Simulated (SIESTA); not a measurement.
Crystal: FeO (Wuestite).

```
Fe O
1.0
     1.51882    0.87689    2.51958
    -1.51882    0.87689    2.51958
     0.00000   -1.75378    2.51958
Fe O
1 1
Direct
  0.00000 0.00000 0.00000
  0.50000 0.50000 0.50000
```

- Program: SIESTA 5.4.2
- Task: single point
- Functional: PBEsol
- Potentials or basis: PseudoDojo 0.4 standard (PBEsol files)
- Basis: DZP (energy shift 0.003 Ry; two zetas on semicore shells)
- Grid cutoff: 800 Ry
- Energy shift: 0.003 Ry
- k mesh: 11 × 11 × 11
- Occupations: fermi-dirac, width 0.05 eV
- Spin: collinear spin, ferromagnetic start
- Starting moments: [3.0, 0.0] μB

On this cell: pressure -8.9 GPa; largest force under 0.003 eV/Å; net moment 4.00 μB per cell; site moments Fe +3.68; O +0.32 μB; band gap on the k mesh none (metal or under the smearing width).

The same run follows on a disturbed copy (atoms moved at random, drawn with an rms of 0.05 Å):

```
Fe O
1.0
     1.51882    0.87689    2.51958
    -1.51882    0.87689    2.51958
     0.00000   -1.75378    2.51958
Fe O
1 1
Direct
  0.00349 0.00059 0.00193
  0.48174 0.51863 0.48149
```

Problem. What changes?

Solution. The energy (extrapolated to zero smearing) moves by +6.4 meV/atom; pressure -8.2 GPa; largest force 0.291 eV/Å; net moment 4.00 μB per cell; site moments Fe +3.68; O +0.32 μB; band gap on the k mesh none (metal or under the smearing width).

Forces in eV/Å, atoms in the order of the input:
```
Fe  -0.187  0.102 -0.198
O    0.187 -0.102  0.198
```

Stress tensor (GPa, compression positive):
```
-7.44 -0.70  0.92
-0.70 -8.21 -0.53
 0.92 -0.53 -8.90
```

Caveats: short orbitals over semicore shells can move pressures by several GPa; the basis of atomic orbitals isn't converged, which shifts pressures, moduli and gaps; a cell with one magnetic atom can't hold antiferromagnetic order, which such compounds often take; semilocal functionals often make such compounds metallic where correlation or magnetic order opens a gap, which also shifts bond lengths.
